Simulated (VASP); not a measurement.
# MgO (I4/mmm) in VASP: single point with HSE06

Aim: the single point of MgO with HSE06.

Program: VASP 6.6.1. These are calculated values, not measurements. Logs are shortened: lines on timing, memory, paths and dates and some standing lists are left out, and cuts for length are marked.

## Step 1: Starting point

The structure is tetragonal, space group I4/mmm (No. 139). The conventional cell has a = 2.877 Å, b = 2.877 Å, c = 4.398 Å, α = 90.00°, β = 90.00°, γ = 90.00°. Mg (site symmetry 4/mmm) is surrounded by 6 O at 2.03 to 2.20 Å. O (site symmetry 4/mmm) has 6 Mg at 2.03 to 2.20 Å as nearest neighbours.

The cell was built by a generator and isn't the measured one.

## Step 2: Single point, HSE06

POSCAR reads:

```
MgO
1.0
    2.8766387513      0.0000000000      0.0000000000
    0.0000000000      2.8766387513      0.0000000000
    0.0000000000      0.0000000000      4.3975368616
Mg O
2 2
Direct
    0.0000000000      0.0000000000      0.0000000000
    0.5000000000      0.5000000000      0.5000000000
    0.5000000000      0.5000000000      0.0000000000
    0.0000000000      0.0000000000      0.5000000000
```

INCAR.step1 reads:

```
SYSTEM = MgO
ALGO     = Normal         ! electronic algorithm
EDIFF    = 1E-5           ! SCF threshold, eV
ENCUT    = 520            ! plane-wave cutoff, eV
GGA      = PE             ! functional
ISIF     = 2              ! what is computed and relaxed
ISMEAR   = 0              ! smearing method
LASPH    = .TRUE.         ! aspherical terms in the spheres
LCHARG   = .FALSE.        ! write CHGCAR
LREAL    = .FALSE.        ! projectors in reciprocal space
LWAVE    = .TRUE.         ! write WAVECAR
NBANDS   = 16             ! bands
NELM     = 100            ! most SCF steps
PREC     = Accurate       ! precision mode
SIGMA    = 0.01           ! smearing width, eV
```

INCAR.step2 reads:

```
SYSTEM = MgO
ALGO     = Normal         ! electronic algorithm
EDIFF    = 1E-7           ! SCF threshold, eV
ENCUT    = 520            ! plane-wave cutoff, eV
GGA      = PE             ! functional
HFSCREEN = 0.2079         ! screening, 1/A
ISIF     = 2              ! what is computed and relaxed
ISMEAR   = 0              ! smearing method
ISTART   = 1            
LASPH    = .TRUE.         ! aspherical terms in the spheres
LCHARG   = .FALSE.        ! write CHGCAR
LHFCALC  = .TRUE.         ! exact exchange
LREAL    = .FALSE.        ! projectors in reciprocal space
LWAVE    = .FALSE.        ! write WAVECAR
NBANDS   = 16             ! bands
NELM     = 100            ! most SCF steps
PREC     = Accurate       ! precision mode
PRECFOCK = Normal       
SIGMA    = 0.01           ! smearing width, eV
```

KPOINTS reads:

```
k-points
0
G
  6 6 4
  0 0 0
```

Potentials or basis: VASP PAW PBE potentials, release 64 (Mg, O).

The run is started by

```
> cat potpaw_PBE.64/Mg/POTCAR potpaw_PBE.64/O/POTCAR > POTCAR
> cp INCAR.step1 INCAR
> mpirun -np 1 vasp_std > vasp.out
> cp INCAR.step2 INCAR
> mpirun -np 1 vasp_std > vasp.out
```

OUTCAR:

```text
SYSTEM = MgO
   EDIFF = 1E-7
   ENCUT = 520
   GGA = PE
   HFSCREEN = 0.2079
   ISIF = 2
   ISMEAR = 0
   ISTART = 1
   LASPH = .TRUE.
   LHFCALC = .TRUE.
   LREAL = .FALSE.
   NELM = 100
   PREC = Accurate
   PRECFOCK = Normal

 ion  position               nearest neighbor table
   1  0.000  0.000  0.000-   3 2.03   3 2.03   3 2.03   3 2.03   4 2.20   4 2.20   2 3.00   2 3.00
                             2 3.00   2 3.00   2 3.00   2 3.00   2 3.00   2 3.00
   2  0.500  0.500  0.500-   4 2.03   4 2.03   4 2.03   4 2.03   3 2.20   3 2.20   1 3.00   1 3.00
                             1 3.00   1 3.00   1 3.00   1 3.00   1 3.00   1 3.00
   3  0.500  0.500  0.000-   1 2.03   1 2.03   1 2.03   1 2.03   2 2.20   2 2.20
   4  0.000  0.000  0.500-   2 2.03   2 2.03   2 2.03   2 2.03   1 2.20   1 2.20

  LATTYP: Found a simple tetragonal cell.
 ALAT       =     2.8766387513
 C/A-ratio  =     1.5287066753

  Lattice vectors:

 A1 = (   2.8766387513,   0.0000000000,   0.0000000000)
 A2 = (   0.0000000000,   2.8766387513,   0.0000000000)
 A3 = (   0.0000000000,   0.0000000000,   4.3975368616)

Analysis of symmetry for initial positions (statically):
=====================================================================
 Subroutine PRICEL returns following result:

  LATTYP: Found a body centered tetragonal cell.
 ALAT       =     2.8766387513
 C/A-ratio  =     1.5287066753

  Lattice vectors:

 A1 = (   1.4383193756,  -1.4383193756,  -2.1987684308)
 A2 = (  -1.4383193756,   1.4383193756,  -2.1987684308)
 A3 = (   1.4383193756,   1.4383193756,   2.1987684308)

   2 primitive cells build up your supercell.

 Routine SETGRP: Setting up the symmetry group for a
 simple tetragonal supercell.

 Subroutine GETGRP returns: Found 16 space group operations
 (whereof 16 operations were pure point group operations)
 out of a pool of 16 trial point group operations.

The static configuration has the point symmetry D_4h.

Analysis of symmetry for dynamics (positions and initial velocities):
=====================================================================
 Subroutine PRICEL returns following result:

  LATTYP: Found a body centered tetragonal cell.
 ALAT       =     2.8766387513
 C/A-ratio  =     1.5287066753

  Lattice vectors:

 A1 = (   1.4383193756,  -1.4383193756,  -2.1987684308)
 A2 = (  -1.4383193756,   1.4383193756,  -2.1987684308)
 A3 = (   1.4383193756,   1.4383193756,   2.1987684308)

   2 primitive cells build up your supercell.

 Routine SETGRP: Setting up the symmetry group for a
 simple tetragonal supercell.

 Subroutine GETGRP returns: Found 16 space group operations
 (whereof 16 operations were pure point group operations)
 out of a pool of 16 trial point group operations.

The dynamic configuration has the point symmetry D_4h.

 Subroutine INISYM returns: Found 16 space group operations
 (whereof 16 operations are pure point group operations),
 and found     2 'primitive' translations

----------------------------------------------------------------------------------------

                                     Primitive cell

  volume of cell :      18.1949

  direct lattice vectors                    reciprocal lattice vectors
     1.438319376 -1.438319376 -2.198768431     0.347627939  0.000000000 -0.227400027
    -1.438319376  1.438319376 -2.198768431     0.000000000  0.347627939 -0.227400027
     1.438319376  1.438319376  2.198768431     0.347627939  0.347627939  0.000000000

  length of vectors
     2.995347704  2.995347704  2.995347704     0.415398551  0.415398551  0.491620146

  position of ions in fractional coordinates (direct lattice)
     0.000000000  0.000000000  0.000000000
     0.500000000  0.500000000  0.000000000

  ion indices of the primitive-cell ions
   primitive index   ion index
                 1           1
                 2           4

----------------------------------------------------------------------------------------

 KPOINTS: k-points

Automatic generation of k-mesh.
 Grid dimensions read from file:
 generate k-points for:    6    6    4

 Generating k-lattice:

  Cartesian coordinates                     Fractional coordinates (reciprocal lattice)
     0.057937990  0.000000000  0.000000000     0.166666667  0.000000000  0.000000000
     0.000000000  0.057937990  0.000000000     0.000000000  0.166666667  0.000000000
     0.000000000  0.000000000  0.056850007     0.000000000  0.000000000  0.250000000

  Length of vectors
     0.057937990  0.057937990  0.056850007

  Shift w.r.t. Gamma in fractional coordinates (k-lattice)
     0.000000000  0.000000000  0.000000000

 Subroutine IBZKPT returns following result:
 ===========================================

 Found     30 irreducible k-points:

 Following reciprocal coordinates:
            Coordinates               Weight
  0.000000  0.000000  0.000000      1.000000
  0.166667  0.000000  0.000000      4.000000
  0.333333  0.000000  0.000000      4.000000
  0.500000  0.000000  0.000000      2.000000
  0.166667  0.166667  0.000000      4.000000
  0.333333  0.166667  0.000000      8.000000
[... 16 lines left out ...]
  0.333333  0.000000  0.500000      4.000000
  0.500000  0.000000  0.500000      2.000000
 [... further k-points ...]
   k-points           NKPTS =     30   k-points in BZ     NKDIM =    144   number of bands    NBANDS=     16
   number of dos      NEDOS =    301   number of ions     NIONS =      4
   total plane-waves  NPLWV =  20736
   dimension x,y,z NGX =    24 NGY =   24 NGZ =   36
   dimension x,y,z NGXF=    48 NGYF=   48 NGZF=   72
   ions per type =               2   2
   NGX,Y,Z   is equivalent  to a cutoff of  13.87, 13.87, 13.61 a.u.
   NGXF,Y,Z  is equivalent  to a cutoff of  27.74, 27.74, 27.22 a.u.
 SYSTEM =  MgO
   PREC   = accura    normal or accurate (medium, high low for compatibility)
   ISTART =      1    job   : 0-new  1-cont  2-samecut
   ICHARG =      0    charge: 1-file 2-atom 10-const
   ISPIN  =      1    spin polarized calculation?
   LNONCOLLINEAR =      F non collinear calculations
   LSORBIT =      F    spin-orbit coupling
   LASPH  =      T    aspherical Exc in radial PAW
   ENCUT  =  520.0 eV  38.22 Ry    6.18 a.u.   5.35  5.35  8.18*2*pi/ulx,y,z
   NELM   =    100;   NELMIN=  2; NELMDL=  0     # of ELM steps
   EDIFF  = 0.1E-06   stopping-criterion for ELM
   LREAL  =      F    real-space projection
   EDIFFG = 0.1E-05   stopping-criterion for IOM
   NSW    =      0    number of steps for IOM
   IBRION =     -1    ionic relax: 0-MD 1-quasi-New 2-CG
   NFREE  =      0    steps in history (QN), initial steepest desc. (CG)
   ISIF   =      2    stress and relaxation
   ISYM   =      3    0-nonsym 1-usesym 2-fastsym
   POTIM  = 0.5000    time-step for ionic-motion
   TEBEG  =    0.0;   TEEND  =   0.0 temperature during run
   PSTRESS=    0.0 pullay stress
   NELECT =      16.0000    total number of electrons
   NUPDOWN=      -1.0000    fix difference up-down
   EMIN   =  10.00;   EMAX   =-10.00  energy-range for DOS
   EFERMI =   0.00;   METHOD = LEGACY
   ISMEAR =     0;   SIGMA  =   0.01  broadening in eV -4-tet -1-fermi 0-gaus
   EFERMI_NEDOS =   21; number of points for ismear=-14 and -15
   IALGO  =     38    algorithm
   IMIX   =      1    mixing-type and parameters
     AMIX     =   0.40;   BMIX     =  1.00
     AMIX_MAG =   1.60;   BMIX_MAG =  1.00
  volume/ion in A,a.u.               =       9.10        61.39
  Fermi-wavevector in a.u.,A,eV,Ry     =   1.244863  2.352449 21.084718  1.549683
  Thomas-Fermi vector in A             =   2.379111
   LORBIT       =      0    0 simple, 1 ext, 2 COOP (PROOUT), +10 PAW based schemes
   GGA     = PE    functional components
   LHFCALC =     T    Hartree Fock is set to
   PRECFOCK=normal    Normal, Fast or Accurate (Low or Medium for compatibility)
   ENCUT4O =  -1.0   cutoff for four orbital integrals eV
   NKREDX  =     1    reduce k-point grid by
   NKREDY  =     1    reduce k-point grid by
   NKREDZ  =     1    reduce k-point grid by
   AEXX    =    0.2500 exact exchange contribution
   HFSCREEN=    0.2079 screening length (either q_TF or 0.3 A-1)
   HFSCREENC=   0.2079 screening length for correlation (either q_TF or 0.3 A-1)
   ENCUTFOCK=  -1.0 apply spherical cutoff to Coloumb kernel
   IVDW    =     0    specifies the selected vdW correction
   LEPSILON=     F    determine dielectric tensor
   LRPA    =     F    only Hartree local field effects (RPA)
 non-spin polarized calculation
 Gauss-broadening in eV      SIGMA  =   0.01
  energy-cutoff  :      520.00
  volume of cell :       36.39
 maximum number of plane-waves:       993
 NGX is ok and might be reduce to    24
  NGX = 18; NGY = 18; NGZ = 28

 number of electron      15.9999995 magnetization

 Free energy of the ion-electron system (eV)
  ---------------------------------------------------
  ext. energy  EPLUGINS =         0.00000000
  ---------------------------------------------------
  free energy    TOTEN  =       -28.31328205 eV

  energy without entropy =      -28.31328205  energy(sigma->0) =      -28.31328205

 E-fermi :   2.3255     XC(G=0):  -9.1872

 val. band max:        2.2341651227   @ k =   0.0000   0.0000   0.0000
 cond. band min:       8.7937387805   @ k =   0.0000   0.0000   0.0000
 fundamental gap:      6.5595736578
 Fermi energy:         2.3254646180

 k-point     1 :       0.0000    0.0000    0.0000
  band No.  band energies     occupation
      1     -16.8511      2.00000
      2     -15.3237      2.00000
      3      -2.5361      2.00000
      4       0.8450      2.00000
      5       0.8450      2.00000
      6       2.0538      2.00000
[... 8 lines left out ...]
     15      20.4005      0.00000
     16      24.1318      0.00000

 k-point     2 :       0.1667    0.0000    0.0000
  band No.  band energies     occupation
      1     -16.6251      2.00000
      2     -15.2631      2.00000
      3      -2.2139      2.00000
      4      -0.0728      2.00000
      5       0.9165      2.00000
      6       0.9259      2.00000
[... 8 lines left out ...]
     15      20.9139      0.00000
     16      23.5906      0.00000

 k-point     3 :       0.3333    0.0000    0.0000
  band No.  band energies     occupation
      1     -16.0601      2.00000
      2     -15.2211      2.00000
      3      -1.5072      2.00000
      4      -1.3091      2.00000
      5      -0.9205      2.00000
      6       1.1485      2.00000
[... 8 lines left out ...]
     15      22.4499      0.00000
     16      23.1319      0.00000

 k-point     4 :       0.5000    0.0000    0.0000
  band No.  band energies     occupation
      1     -15.4797      2.00000
      2     -15.4797      2.00000
      3      -1.9172      2.00000
      4      -1.9172      2.00000
      5      -0.0377      2.00000
      6      -0.0377      2.00000
[... 8 lines left out ...]
     15      22.8923      0.00000
     16      22.8923      0.00000
[... 324 lines left out ...]
 k-point    22 :       0.1667    0.0000    0.5000
  band No.  band energies     occupation
      1     -15.9643      2.00000
      2     -15.9643      2.00000
      3      -1.1149      2.00000
      4      -1.1149      2.00000
      5       1.1094      2.00000
      6       1.1094      2.00000
[... 8 lines left out ...]
     15      22.3647      0.00000
     16      22.3647      0.00000

 k-point    23 :       0.3333    0.0000    0.5000
  band No.  band energies     occupation
      1     -15.6181      2.00000
      2     -15.6181      2.00000
      3      -2.3062      2.00000
      4      -2.3062      2.00000
      5       1.1372      2.00000
      6       1.1372      2.00000
[... 8 lines left out ...]
     15      21.9541      0.00000
     16      21.9541      0.00000

 k-point    24 :       0.5000    0.0000    0.5000
  band No.  band energies     occupation
      1     -15.4297      2.00000
      2     -15.4297      2.00000
      3      -2.9293      2.00000
      4      -2.9293      2.00000
      5       1.2751      2.00000
      6       1.2751      2.00000
[... 8 lines left out ...]
     15      21.7097      0.00000
     16      21.7097      0.00000

 [... further k-points ...]

------------------------ aborting loop because EDIFF is reached ----------------------------------------

  FORCE on cell =-STRESS in cart. coord.  units (eV):
  Direction    XX          YY          ZZ          XY          YZ          ZX
  --------------------------------------------------------------------------------------
  -------------------------------------------------------------------------------------
  Total        2.4209696      2.4209696     -1.3281359      0.0000000      0.0000000     -0.0000000
  in kB      106.5908145    106.5908145    -58.4753684      0.0000000      0.0000000     -0.0000000
  external PRESSURE =      51.5687535 kB  Pullay stress =       0.0000000 kB

 VOLUME and BASIS-vectors are now :
 -----------------------------------------------------------------------------
  energy-cutoff  :      520.00
  volume of cell :       36.39
      direct lattice vectors                 reciprocal lattice vectors
     2.876638751  0.000000000  0.000000000     0.347627939  0.000000000  0.000000000
     0.000000000  2.876638751  0.000000000     0.000000000  0.347627939  0.000000000
     0.000000000  0.000000000  4.397536862     0.000000000  0.000000000  0.227400027

 POSITION                                       TOTAL-FORCE (eV/Angst)
 -----------------------------------------------------------------------------------
      0.00000      0.00000      0.00000        -0.000000     -0.000000     -0.000000
      1.43832      1.43832      2.19877         0.000000      0.000000      0.000000
      1.43832      1.43832      0.00000         0.000000      0.000000      0.000000
      0.00000      0.00000      2.19877         0.000000      0.000000      0.000000
 -----------------------------------------------------------------------------------
    total drift:                                0.000417     -0.000242      0.002436

  FREE ENERGIE OF THE ION-ELECTRON SYSTEM (eV)
  ---------------------------------------------------
  free  energy   TOTEN  =       -28.3132820544 eV

  energy  without entropy=      -28.3132820544  energy(sigma->0) =      -28.31328205
```

It took 68 min on 1 thread of Intel Xeon Platinum 8175M at 2.50GHz (Skylake/Cascade Lake), shared host; peak memory 0.28 GiB.

Results:

```
Free energy            : -28.3133 eV
Pressure               : 5.2 GPa
Band gap on the k mesh : 6.56 eV
```

Levels at points of the mesh, in eV from the valence-band top:
```csv
k point,band 6,band 7,band 8,band 9,band 10,band 11
"(0.00, 0.00, 0.00)",-0.18,-0.18,0.00,6.56,11.38,12.25
"(0.50, 0.00, 0.00)",-2.27,-0.78,-0.78,11.64,11.64,13.36
"(0.50, 0.50, 0.00)",-2.02,-1.44,-1.44,10.57,10.57,12.03
"(0.00, 0.00, 0.50)",-0.83,-0.83,-0.83,10.14,10.14,13.28
"(0.50, 0.00, 0.50)",-0.96,-0.78,-0.78,9.70,9.70,15.01
"(0.50, 0.50, 0.50)",-3.46,-1.76,-1.76,13.61,13.61,13.61
```

Caveat: the PAW data sets were made with another functional, which shifts forces and pressure a little.
